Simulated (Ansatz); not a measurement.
**Lattice vibrations of BaTiO$_{3}$ at Γ at 8 GPa**

The calculation used DFT PBE+U, scalar-relativistic, plane waves, PAW in Ansatz 0.2.0. Settings: 420 eV plane-wave cutoff, Γ-centred 8×8×8 mesh, fixed occupations. U_eff = 4.0 eV on Ti d. No spin polarisation. Phonons by linear response, acoustic sum rule imposed.

The cell, relaxed at 8 GPa:
```xyz
5
Lattice="2.8067 1.6204 2.2916 -2.8067 1.6204 2.2916 0.0000 -3.2409 2.2916" Properties=species:S:1:pos:R:3 pbc="T T T"
Ba    0.0000    0.0000   -0.0293
Ti    0.0000    0.0000    3.4080
O     0.0000   -1.6205    4.5540
O    -1.4034    0.8102    4.5540
O     1.4034    0.8102    4.5540
```

Spin–orbit coupling is left out, which matters for heavy elements. Other phases may be more stable at this pressure.

Optical modes at Γ (transverse, no macroscopic field); i marks an imaginary frequency:
```
frequency (cm⁻¹) degeneracy IR intensity of the level ((D/Å)²/amu)
              86           2                                  145.40
              86           1                                   72.70
             181           2                                    1.90
             181           1                                    0.95
             285           2                                    0.00
             285           1                                    0.00
             483           1                                    4.92
             483           2                                    9.85
```

All 12 optical modes at Γ are real: no displacement of atoms at fixed cell lowers the energy to second order. Strains and modes at other wave vectors aren't tested by this run.

```json
{
 "Electronic dielectric constant ε∞ (principal values)": "6.00",
 "Static dielectric constant ε0 (principal values)": "339.6, 339.7, 339.7",
 "Refractive index √ε∞, mean": "2.45",
 "Kohn–Sham gap on the mesh": "2.33 eV",
 "Cost": "8.6 min on 2 threads of Arm Neoverse V1, on a shared host, peak memory 2.2 GiB"
}
```

Born effective charges (e):
| atom | Z*xx | Z*yy | Z*zz | mean |
| --- | --- | --- | --- | --- |
| Ba (atom 1) | 2.81 | 2.81 | 2.81 | 2.81 |
| Ti (atom 2) | 6.80 | 6.80 | 6.80 | 6.80 |
| O (atom 3) | -2.10 | -4.31 | -3.20 | -3.20 |